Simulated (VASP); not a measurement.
KCl: single point with PBE

The system is KCl.

```
K Cl
1.0
     0.00000    2.95710    3.20099
     2.95710    0.00000    3.20099
     2.95710    2.95710    0.00000
K Cl
1 1
Direct
  0.00000 0.00000 0.00000
  0.50000 0.50000 0.50000
```

The cell was built by a generator and needn't be a form met in nature.

The cell isn't the ideal one: epitaxial_xy strain -6.0%.

```yaml
Program: VASP 6.6.1
Task: single point
Functional: PBE
Potentials_or_basis: VASP PAW PBE potentials, release 64 (K_sv, Cl)
Cutoff: 520 eV
k_mesh: 8 × 8 × 8
Occupations: fermi-dirac, width 0.02 eV
Spin: no spin polarisation
```

The pressure is 4.0 GPa and the band gap on the k mesh is 5.50 eV, direct.

Stress tensor (GPa, compression positive):
```
5.55 0.00 0.00
0.00 5.55 0.00
0.00 0.00 0.94
```

Levels at points of the mesh, in eV from the valence-band top:
```
           k point  band 5  band 6  band 7  band 8  band 9  band 10  band 11  band 12
(0.00, 0.00, 0.00)  -10.44   -0.09    0.00    0.00    5.50     8.03     8.58     8.58
(0.50, 0.00, 0.00)  -10.08   -1.30   -0.47   -0.46    7.85     8.95    10.84    10.90
(0.50, 0.50, 0.00)  -10.51   -0.86   -0.19   -0.19    6.45     8.83    10.28    10.36
(0.50, 0.00, 0.50)  -10.51   -0.69   -0.33   -0.29    6.36     8.81    10.54    10.82
```

It took 26 s on 1 thread of Intel(R) Xeon(R) Platinum 8488C (Sapphire Rapids), with other jobs on the host, peak memory 0.19 GiB.

A k mesh can miss the band edges.
